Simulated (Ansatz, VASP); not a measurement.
## One calculation of CoO, two programs

File INCAR:

```
PREC = Accurate
ENCUT = 520
EDIFF = 1E-6
ISMEAR = -1
SIGMA = 0.05
LREAL = F
LASPH = T
NELM = 150
ALGO = Normal
ISIF = 2
LWAVE = F
LCHARG = F
ISPIN = 2
MAGMOM = 2 0
LORBIT = 11
LMAXMIX = 4
GGA = PS
NBANDS = 18
```

Contents of KPOINTS:

```
regular mesh
0
Gamma
  11 11 11
```

POSCAR

```
CoO
1.0
    0.0000000000      2.1315000000      2.1315000000
    2.1315000000      0.0000000000      2.1315000000
    2.1315000000      2.1315000000      0.0000000000
Co O
1 1
Direct
    0.0000000000      0.0000000000      0.0000000000
    0.5000000000      0.5000000000      0.5000000000
```

File input.yaml:

```yaml
crystal:
  lattice:
    - [0.0, 2.1315, 2.1315]
    - [2.1315, 0.0, 2.1315]
    - [2.1315, 2.1315, 0.0]
  atoms:
    - { symbol: Co, position: [0.0, 0.0, 0.0], spin: 2.0 }
    - { symbol: O, position: [0.5, 0.5, 0.5] }
kpoints:
  mp_grid: { grid: [11, 11, 11] }
  band_path:
    path:
      - [0.0, 0.0, 0.0]
      - [0.5, 0.0, 0.5]
      - [0.5, 0.25, 0.75]
      - [0.375, 0.375, 0.75]
      - [0.0, 0.0, 0.0]
      - [0.5, 0.5, 0.5]
      - [0.625, 0.25, 0.625]
      - [0.5, 0.25, 0.75]
    npoints: 12
scf:
  occupations: { method: fermi_dirac, width: 0.05 }
hamiltonian:
  xc: pbesol
  pseudopotentials: { kind: all_electron, lapw: { basis_error: 0.001 } }
magnetization:
  spin_polarized: true
output:
  forces: true
  stress: true
  eigenvalues: true
```

Alike in both runs: functional PBEsol; k mesh 11 × 11 × 11; occupations fermi-dirac, width 0.05 eV; collinear spin.

|  | VASP | Ansatz |
| --- | --- | --- |
| version | VASP 6.6.1 | Ansatz 0.2.0 |
| potentials or method | VASP PAW PBE potentials, release 64 (Co, O) | all-electron LAPW, scalar-relativistic |
| plane-wave cutoff (eV) | 520 | see its input |
| task | single point | band structure |

```tsv
	VASP	Ansatz	Ansatz less VASP
gap on the k mesh at the Fermi level (eV)	none	none	-
pressure (GPa)	-11.7	-10.8	+0.81
net moment per atom (μB)	1.47	1.48	+0.011
size of the moment on the site where the two differ most (μB)	2.57	2.60	+0.033
```

Site moments also hang on the region over which each program counts them. A gap of «none» marks a metal or a gap that the smearing closes. Ansatz ran all-electron here, so the differences hold the error of VASP's frozen core and of both bases.

Caveats: a cell with one magnetic atom can't hold antiferromagnetic order, which such compounds often take; semilocal functionals often make such compounds metallic where correlation or magnetic order opens a gap, which also shifts bond lengths; the PAW data sets were made with another functional, which shifts forces and pressure a little (VASP).
